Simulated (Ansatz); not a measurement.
# What a trial cell of Hf relaxes into

Theory: Ansatz 0.2.0, DFT PBE, scalar-relativistic, plane waves, PAW. Cutoff 420 eV, Γ-centred k mesh, Gaussian smearing, no spin polarisation in the final step.

Hf was placed on the iodine structure type (Cmce, No. 64), at a guessed volume.

```
Hf
1.0
     2.97068   -1.96339    0.00000
     2.97068    1.96339    0.00000
     0.00000    0.00000    8.00917
Hf
4
Cartesian
  2.9707 -1.3744 0.9371
  2.9707 -0.5890 4.9417
  2.9707 1.3744 7.0721
  2.9707 0.5890 3.0675
```

Cell and atoms relax at zero pressure; the relaxation can't lower the symmetry of the start. After a coarse first stage the cell is made exact in the group found at 0.06 Å.

Energies count from the standard state of Hf at the same level.

**Question.** Which crystal results?

**Answer.** It ends in Fm-3m (No. 225). The result has the fcc structure. Conventional cell: a = 4.485 Å. Around Hf lie 12 Hf at 3.17 Å.

Space group Fm-3m (No. 225). a = 4.485 Å, b = 4.485 Å, c = 4.485 Å, α = 90.00°, β = 90.00°, γ = 90.00°
```tsv
atom	site	symmetry	x	y	z
Hf	4a	m-3m	0.0000	0.0000	0.0000
```

**Question.** What are its volume, energy, density and gap?

**Answer.** The volume per atom is 22.55 Å³ and the density is 13.14 g/cm³. The energy over the standard structure is 0.07 eV/atom and the gap on the 24×24×24 mesh is 0 eV (a metal).

The final run used a 24×24×24 mesh on its 1-atom cell and 0.10 eV smearing. The k mesh leaves about 4 meV/atom of noise in metals. Spin–orbit coupling is left out. A structure relaxed within its symmetry needn't be a true minimum. The steps took roughly 3 core-minutes in all.